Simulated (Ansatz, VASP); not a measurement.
Ti4Se: VASP beside Ansatz

```
CELL_PARAMETERS angstrom
4.65404 0.00000 0.00000
0.00000 4.65404 0.00000
0.00000 0.00000 4.65404
ATOMIC_POSITIONS crystal
Ti 0.50000 0.00000 0.00000
Ti 0.00000 0.50000 0.00000
Ti 0.00000 0.00000 0.50000
Ti 0.50000 0.50000 0.50000
Se 0.00000 0.00000 0.00000
```

Alike in both runs: functional PBE; k mesh 4 × 4 × 4; occupations gaussian, width 0.1 eV; collinear spin.

Ansatz relaxed the structure, and its values are those at the end. VASP's run is a single point on that final structure, the one shown.

|  | VASP | Ansatz |
| --- | --- | --- |
| version | VASP 6.6.1 | Ansatz 0.2.0 |
| potentials or method | VASP PAW PBE potentials, release 64 (Ti_sv, Se) | scalar-relativistic, plane waves, PAW |
| plane-wave cutoff (eV) | 520 | 420 |
| valence electrons in the cell | 54 | 64 |

Ansatz gave:

| Property | Result |
| --- | --- |
| gap on the k mesh at the Fermi level (eV) | none |
| pressure (GPa) | -0.2 |
| net moment per atom (μB) | 0.08 |
| size of the moment on the site where the two differ most (μB) | 0.36 |

**Question.** Estimate VASP's values.

**Answer.** gap on the k mesh at the Fermi level (eV): none; pressure (GPa): -0.1; net moment per atom (μB): 0.08; size of the moment on the site where the two differ most (μB): 0.31.

Site moments also hang on the region over which each program counts them. A gap of «none» marks a metal or a gap that the smearing closes. The two sets of potentials don't hold the same shells in valence. Ansatz warned: «seeded_moment_not_kept».
